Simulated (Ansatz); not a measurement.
Results of HSE06 (Ansatz, a quantum-chemistry and plane-wave program, PAW) for zinc-blende ZnTe.

Settings: plane-wave cutoff 460 eV, 8×8×8 k mesh, Fermi–Dirac smearing 0.01 eV, scalar-relativistic PAW data made under PBE.

Cell (measured lattice):

```cif
data_TeZn
_chemical_formula_sum 'Zn1 Te1'
_space_group_name_H-M_alt 'P 1'
_space_group_IT_number 1
_cell_length_a 4.30557
_cell_length_b 4.30557
_cell_length_c 4.30557
_cell_angle_alpha 60.000
_cell_angle_beta 60.000
_cell_angle_gamma 60.000
loop_
_space_group_symop_operation_xyz
  'x, y, z'
loop_
_atom_site_label
_atom_site_type_symbol
_atom_site_fract_x
_atom_site_fract_y
_atom_site_fract_z
_atom_site_occupancy
Zn1 Zn 0.00000 0.00000 0.00000 1
Te1 Te 0.25000 0.25000 0.25000 1
```

**Question.** Estimate the band gap that the calculation returns.

**Answer.** 
band gap: 2.30 eV (on the SCF k mesh)

Measured, for comparison: band gap 2.43 eV (zero-point renormalisation of 40 meV (experimental, the table's column) added back here, direct; inputs from Miglio et al. (2020), arXiv:2011.12765).

Note: cell and atoms aren't relaxed at this level (pressure 1.4 GPa).

Spin–orbit coupling is not included; with these elements it can move the gap by several tenths of an eV or more.

Computed values are for the static lattice.

Computing time: about 4 core-minutes (a rough figure).
